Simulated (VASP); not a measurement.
# PtSe: equation of state with PBE

Crystal: PtSe.

```xyz
2
Lattice="0.0000 3.0374 3.0374 3.0374 0.0000 3.0374 3.0374 3.0374 0.0000" Properties=species:S:1:pos:R:3 pbc="T T T"
Pt    0.0000    0.0000    0.0000
Se    1.5187    1.5187    1.5187
```

The cell comes from a database or a generator and needn't be the stable form of this composition.

* Program: VASP 6.6.1
* Task: equation of state
* Functional: PBE
* Potentials or basis: VASP PAW PBE potentials, release 64 (Pt, Se)
* Cutoff: 520 eV
* k mesh: 8 × 8 × 8
* Occupations: fermi-dirac, width 0.05 eV
* Spin: no spin polarisation

```json
{
  "Equilibrium volume": "outside the volumes run"
}
```

Energy against volume, from the lowest point:
```tsv
volume (Å³/atom)	energy (meV/atom)
26.342	0.00
26.903	32.43
27.463	67.78
28.024	105.66
28.584	145.67
29.145	187.45
29.705	230.69
```

All runs of the series together: 100 s on 1 thread of AMD EPYC 9R45 (Zen 5) (shared host).

Spin-orbit coupling is left out, which matters for the levels of Pt.
